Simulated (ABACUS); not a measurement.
Wanted: an ASE script for an ABACUS 3.10.1 run.

- Task: single point
- Functional: BLYP
- Potentials or basis: SPMS ONCV 1.0 PBE
- Cutoff: 1361 eV
- Density cutoff: 5442 eV
- Basis: DZP LCAO (the cutoffs set its grid)
- k mesh: 7 × 7 × 7
- Occupations: fermi-dirac, width 0.05 eV
- Spin: no spin polarisation
- Orbital files: Ga Ga_confined-atom_8au_2s2p2d.orb, P P_confined-atom_7au_2s2p1d.orb
- Radial cutoff of the potentials (pseudo_rcut): 10 bohr
- SCF threshold on the density: 1e-07
- Max SCF steps: 100
- Eigensolver: genelpa
- Mixing: broyden
- Mixing share: 0.7
- Symmetry key: 1
- Bands: 19

The structure of GaP lies in GaP.cif:

```cif
data_GaP
_cell_length_a 5.45050000
_cell_length_b 5.45050000
_cell_length_c 5.45050000
_cell_angle_alpha 90.00000000
_cell_angle_beta 90.00000000
_cell_angle_gamma 90.00000000
_space_group_name_H-M_alt 'F-43m'
_space_group_name_Hall 'F -4 2 3'
_space_group_IT_number 216
loop_
_space_group_symop_operation_xyz
'x,y,z'
'y,-x,-z'
'-x,-y,z'
'-y,x,-z'
'x,-y,-z'
'y,x,z'
'-x,y,-z'
'-y,-x,z'
'z,x,y'
'-z,y,-x'
'z,-x,-y'
'-z,-y,x'
'-z,x,-y'
'z,y,x'
'-z,-x,y'
'z,-y,-x'
'y,z,x'
'-x,-z,y'
'-y,z,-x'
'x,-z,-y'
'-y,-z,x'
'x,z,y'
'y,-z,-x'
'-x,z,-y'
'x,y+1/2,z+1/2'
'y,-x+1/2,-z+1/2'
'-x,-y+1/2,z+1/2'
'-y,x+1/2,-z+1/2'
'x,-y+1/2,-z+1/2'
'y,x+1/2,z+1/2'
'-x,y+1/2,-z+1/2'
'-y,-x+1/2,z+1/2'
'z,x+1/2,y+1/2'
'-z,y+1/2,-x+1/2'
'z,-x+1/2,-y+1/2'
'-z,-y+1/2,x+1/2'
'-z,x+1/2,-y+1/2'
'z,y+1/2,x+1/2'
'-z,-x+1/2,y+1/2'
'z,-y+1/2,-x+1/2'
'y,z+1/2,x+1/2'
'-x,-z+1/2,y+1/2'
'-y,z+1/2,-x+1/2'
'x,-z+1/2,-y+1/2'
'-y,-z+1/2,x+1/2'
'x,z+1/2,y+1/2'
'y,-z+1/2,-x+1/2'
'-x,z+1/2,-y+1/2'
'x+1/2,y,z+1/2'
'y+1/2,-x,-z+1/2'
'-x+1/2,-y,z+1/2'
'-y+1/2,x,-z+1/2'
'x+1/2,-y,-z+1/2'
'y+1/2,x,z+1/2'
'-x+1/2,y,-z+1/2'
'-y+1/2,-x,z+1/2'
'z+1/2,x,y+1/2'
'-z+1/2,y,-x+1/2'
'z+1/2,-x,-y+1/2'
'-z+1/2,-y,x+1/2'
'-z+1/2,x,-y+1/2'
'z+1/2,y,x+1/2'
'-z+1/2,-x,y+1/2'
'z+1/2,-y,-x+1/2'
'y+1/2,z,x+1/2'
'-x+1/2,-z,y+1/2'
'-y+1/2,z,-x+1/2'
'x+1/2,-z,-y+1/2'
'-y+1/2,-z,x+1/2'
'x+1/2,z,y+1/2'
'y+1/2,-z,-x+1/2'
'-x+1/2,z,-y+1/2'
'x+1/2,y+1/2,z'
'y+1/2,-x+1/2,-z'
'-x+1/2,-y+1/2,z'
'-y+1/2,x+1/2,-z'
'x+1/2,-y+1/2,-z'
'y+1/2,x+1/2,z'
'-x+1/2,y+1/2,-z'
'-y+1/2,-x+1/2,z'
'z+1/2,x+1/2,y'
'-z+1/2,y+1/2,-x'
'z+1/2,-x+1/2,-y'
'-z+1/2,-y+1/2,x'
'-z+1/2,x+1/2,-y'
'z+1/2,y+1/2,x'
'-z+1/2,-x+1/2,y'
'z+1/2,-y+1/2,-x'
'y+1/2,z+1/2,x'
'-x+1/2,-z+1/2,y'
'-y+1/2,z+1/2,-x'
'x+1/2,-z+1/2,-y'
'-y+1/2,-z+1/2,x'
'x+1/2,z+1/2,y'
'y+1/2,-z+1/2,-x'
'-x+1/2,z+1/2,-y'
loop_
_atom_site_label
_atom_site_type_symbol
_atom_site_symmetry_multiplicity
_atom_site_Wyckoff_symbol
_atom_site_fract_x
_atom_site_fract_y
_atom_site_fract_z
_atom_site_occupancy
Ga1 Ga 4 a 0.0000000000 0.0000000000 0.0000000000 1
P1 P 4 c 0.2500000000 0.2500000000 0.2500000000 1
```

The input as run:

run_abacus.py

```python
"""ABACUS run from a structure file: ASE reads it, the script writes STRU, KPT and INPUT."""
import re
import subprocess
import spglib
from ase import Atoms
from ase.io import read
from ase.units import Bohr

atoms = read("GaP.cif")
cell, frac, numbers = spglib.standardize_cell((atoms.cell[:], atoms.get_scaled_positions(), atoms.numbers), to_primitive=True, symprec=1e-4)
atoms = Atoms(numbers=numbers, cell=cell, scaled_positions=frac, pbc=True)  # the primitive cell
atoms = atoms[(-atoms.numbers).argsort(kind="stable")]  # ABACUS lists atoms element by element
pseudo = {'Ga': '31_Ga_13_1.9_2.4_pbe_n_v1.0.upf', 'P': '15_P_5_1.8_1.9_pbe_n_v1.0.upf'}
orbital = {'Ga': 'Ga_confined-atom_8au_2s2p2d.orb', 'P': 'P_confined-atom_7au_2s2p1d.orb'}
magmoms = None
kmesh = [7, 7, 7]
params = {
    'suffix': 'GaP',
    'calculation': 'scf',
    'basis_type': 'lcao',
    'pseudo_dir': './',
    'orbital_dir': './',
    'symmetry': 1,
    'dft_functional': 'GGA_X_B88+GGA_C_LYP',
    'ecutwfc': 100,
    'pseudo_rcut': 10,
    'nspin': 1,
    'nbands': 19,
    'ks_solver': 'genelpa',
    'smearing_method': 'fd',
    'smearing_sigma': 0.00367493,
    'scf_thr': 1e-07,
    'scf_nmax': 100,
    'mixing_type': 'broyden',
    'mixing_beta': 0.7,
    'cal_force': 1,
    'cal_stress': 1,
    'out_mul': 1,
    'out_chg': 1,
}

symbols = atoms.get_chemical_symbols()
elements = list(dict.fromkeys(symbols))
lines = ["ATOMIC_SPECIES"] + [f"{e} {atoms.get_masses()[symbols.index(e)]:.4f} {pseudo[e]}" for e in elements]
if orbital:
    lines += ["", "NUMERICAL_ORBITAL"] + [orbital[e] for e in elements]
lines += ["", "LATTICE_CONSTANT", f"{1 / Bohr:.10f}", "", "LATTICE_VECTORS"]
lines += [" ".join(f"{x:.10f}" for x in v) for v in atoms.cell]
lines += ["", "ATOMIC_POSITIONS", "Direct"]
for e in elements:
    lines += ["", e, "0.0", str(symbols.count(e))]
    for i, p in enumerate(atoms.get_scaled_positions(wrap=False)):
        if symbols[i] == e:
            mag = "" if magmoms is None else " mag " + " ".join(str(x) for x in (magmoms[i] if isinstance(magmoms[i], list) else [magmoms[i]]))
            lines.append(" ".join(f"{x:.10f}" for x in p) + " 1 1 1" + mag)
open("STRU", "w").write("\n".join(lines) + "\n")
open("KPT", "w").write("K_POINTS\n0\nGamma\n%d %d %d 0 0 0\n" % tuple(kmesh))
open("INPUT", "w").write("INPUT_PARAMETERS\n" + "".join(f"{k:<20s}{v}\n" for k, v in params.items()))

done = subprocess.run(['mpirun', '-np', '4', 'abacus'])
if done.returncode:
    raise SystemExit(done.returncode)
log = open("OUT.GaP/running_scf.log").read()
print("final energy (eV):", re.findall(r"FINAL_ETOT_IS (\S+)", log))
```

Potentials or basis: SPMS ONCV 1.0 PBE, DZP LCAO (the cutoffs set its grid).

Run with:

```bash
$ OMP_NUM_THREADS=1 python run_abacus.py > log
```

Results of the run:

The pressure is 7.6 GPa, the band gap on the k mesh is 1.73 eV, indirect (least direct gap 1.87 eV) and the mulliken charges are Ga -0.25; P +0.25 e.

Caveat: the atomic orbitals were generated for these runs and aren't a published set; Mulliken charges move with the basis; the potentials were made for another functional, which shifts forces and pressure; an odd mesh through Γ misses points on the zone boundary, where band edges often lie; the basis of atomic orbitals isn't converged, which shifts pressures, moduli and gaps.

Run time: 3.2 s on 4 MPI ranks on Intel(R) Xeon(R) 6975P-C (Granite Rapids) (shared host), peak memory 0.4 GiB a rank.
